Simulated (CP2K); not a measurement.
Runs of CP2K 2026.2 on Y. Symmetry: P6_3/mmc, No. 194, hexagonal system. Conventional cell: a = 3.647 Å, b = 3.647 Å, c = 5.731 Å, α = 90.00°, β = 90.00°, γ = 120.00°. Around Y (site symmetry -6m2) lie 12 Y at 3.56 to 3.65 Å. 

| task | level | potentials or basis | cell | k mesh | smearing | EPS_DEFAULT | NGRIDS | EXTRAPOLATION | basis sets | potentials | gap on the mesh (eV) | pressure (GPa) |
| --- | --- | --- | --- | --- | --- | --- | --- | --- | --- | --- | --- | --- |
| relaxation of cell and atoms | LDA | GTH_POTENTIALS Y GTH-PADE-q11; TZVP-MOLOPT-PBE-GTH basis | relaxed | 7 × 7 × 4 | fermi-dirac 0.05 eV | 1.0E-9 | 4 | USE_PREV_P | Y TZVP-MOLOPT-PBE-GTH-q11 | Y GTH-PADE-q11 of GTH_POTENTIALS | none | 0.0 |
| band structure | LDA | GTH_POTENTIALS Y GTH-PADE-q11; TZVP-MOLOPT-PBE-GTH basis | as given | 8 × 8 × 5 | fermi-dirac 0.0259 eV | 1.0E-9 | 4 | - | Y TZVP-MOLOPT-PBE-GTH-q11 | Y GTH-PADE-q11 of GTH_POTENTIALS | none | -4.1 |
| band structure | LDA | GTH_POTENTIALS Y GTH-PADE-q11; TZVP-MOLOPT-PBE-GTH basis | as given | 8 × 8 × 5 | fermi-dirac 0.1 eV | 1.0E-9 | 4 | - | Y TZVP-MOLOPT-PBE-GTH-q11 | Y GTH-PADE-q11 of GTH_POTENTIALS | none | (a) |
| band structure | PBE | POTENTIAL_UZH Y GTH-PBE-q11; TZVP-MOLOPT-PBE-GTH basis | as given | 8 × 8 × 5 | fermi-dirac 0.05 eV | 1.0E-9 | 5 | - | Y TZVP-MOLOPT-PBE-GTH-q11 | Y GTH-PBE-q11 of POTENTIAL_UZH | none | -0.1 |
| band structure | r2SCAN | POTENTIAL_UZH Y GTH-SCAN-q11; TZVP-MOLOPT-SCAN-GTH basis | as given | 8 × 8 × 5 | fermi-dirac 0.05 eV | 1.0E-9 | 4 | - | Y TZVP-MOLOPT-SCAN-GTH-q11 | Y GTH-SCAN-q11 of POTENTIAL_UZH | none | 1.5 |
| band structure | PBEsol | POTENTIAL_UZH Y GTH-PBE-q11; TZVP-MOLOPT-PBE-GTH basis | as given | 8 × 8 × 5 | fermi-dirac 0.0259 eV | 1.0E-9 | 4 | - | Y TZVP-MOLOPT-PBE-GTH-q11 | Y GTH-PBE-q11 of POTENTIAL_UZH | none | -1.9 |
| single point | PBEsol | POTENTIAL_UZH Y GTH-PBE-q11; TZVP-MOLOPT-PBE-GTH basis | as given | 8 × 8 × 5 | fermi-dirac 0.05 eV | 1.0E-10 | 5 | - | Y TZVP-MOLOPT-PBE-GTH-q11 | Y GTH-PBE-q11 of POTENTIAL_UZH | none | -1.9 |
| band structure | PBE | POTENTIAL_UZH Y GTH-PBE-q11; TZVP-MOLOPT-PBE-GTH basis | as given | 8 × 8 × 5 | fermi-dirac 0.1 eV | 1.0E-9 | 5 | - | Y TZVP-MOLOPT-PBE-GTH-q11 | Y GTH-PBE-q11 of POTENTIAL_UZH | none | 0.0 |
| band structure | r2SCAN | POTENTIAL_UZH Y GTH-SCAN-q11; TZVP-MOLOPT-SCAN-GTH basis | as given | 8 × 8 × 5 | fermi-dirac 0.01 eV | 1.0E-9 | 5 | - | Y TZVP-MOLOPT-SCAN-GTH-q11 | Y GTH-SCAN-q11 of POTENTIAL_UZH | none | 1.5 |
| single point | PBE | POTENTIAL_UZH Y GTH-PBE-q11; TZVP-MOLOPT-PBE-GTH basis | as given | 8 × 8 × 5 | fermi-dirac 0.05 eV | 1.0E-10 | 5 | - | Y TZVP-MOLOPT-PBE-GTH-q11 | Y GTH-PBE-q11 of POTENTIAL_UZH | none | -0.1 |

Alike in all rows: no spin polarisation.

Fill in the values left out.

(a) -4.0.

Caveats: the basis of atomic orbitals isn't converged, which shifts pressures, moduli and gaps; the potentials were made for another functional, which shifts forces and pressure (some runs).

A k mesh can miss the band edges, and the runs leave out spin-orbit coupling on Y.

A gap of «none» marks a metal or a gap under the smearing width.

Not every run made on this cell is shown here.
